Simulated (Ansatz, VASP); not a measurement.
InP: VASP beside Ansatz

POSCAR

```
InP
1.0
    0.0000000000      2.8550000000      2.8550000000
    2.8550000000      0.0000000000      2.8550000000
    2.8550000000      2.8550000000      0.0000000000
In P
1 1
Direct
    0.0000000000      0.0000000000      0.0000000000
    0.5000000000      0.5000000000      0.5000000000
```

Contents of INCAR.step1:

```
SYSTEM = InP
PREC = Accurate ; ENCUT = 520
ISMEAR = 0 ; SIGMA = 0.15
LREAL = .False. ; LASPH = .True.
NELM = 100 ; NBANDS = 16
GGA = PE ; ALGO = Normal
EDIFF = 1E-4 ; LWAVE = .True.
LCHARG = .False.
```

INCAR.step2

```
SYSTEM = InP
PREC = Accurate ; ENCUT = 520
EDIFF = 1E-6 ; ISMEAR = 0
SIGMA = 0.15 ; LREAL = .False.
LASPH = .True. ; NELM = 100
ALGO = Normal ; ISIF = 2
LWAVE = .False. ; LCHARG = .False.
METAGGA = R2SCAN ; LMIXTAU = .True.
NBANDS = 16 ; ISTART = 1
```

File KPOINTS:

```
regular mesh
0
Gamma
  16 16 16
  0 0 0
```

Input for Ansatz:

```yaml
crystal:
  lattice:
    - [0.0, 2.855, 2.855]
    - [2.855, 0.0, 2.855]
    - [2.855, 2.855, 0.0]
  atoms:
    - { symbol: In, position: [0.0, 0.0, 0.0] }
    - { symbol: P, position: [0.5, 0.5, 0.5] }
basis:
  ecutwfc: 500
kpoints:
  mp_grid: { grid: [16, 16, 16] }
hamiltonian:
  xc: r2scan
scf:
  occupations: { method: gaussian, width: 0.15 }
output:
  forces: true
  stress: true
  eigenvalues: true
```

Measurements of this composition are mostly on another form, of space group No. 216.

Alike in both runs: task single point; functional r2SCAN; k mesh 16 × 16 × 16; occupations gaussian, width 0.15 eV; no spin polarisation.

|  | VASP | Ansatz |
| --- | --- | --- |
| version | VASP 6.6.1 | Ansatz 0.2.0 |
| potentials or method | VASP PAW PBE potentials, release 64 (In_d, P) | scalar-relativistic, plane waves, PAW |
| plane-wave cutoff (eV) | 520 | 500 |
| valence electrons in the cell | 18 | 18 |

```tsv
	VASP	Ansatz	Ansatz less VASP
gap on the k mesh at the Fermi level (eV)	none	none	-
pressure (GPa)	-7.4	-7.4	-0.01
```

A gap of «none» marks a metal or a gap that the smearing closes.

Caveats: the PAW data sets were made with another functional, which shifts forces and pressure a little (VASP).
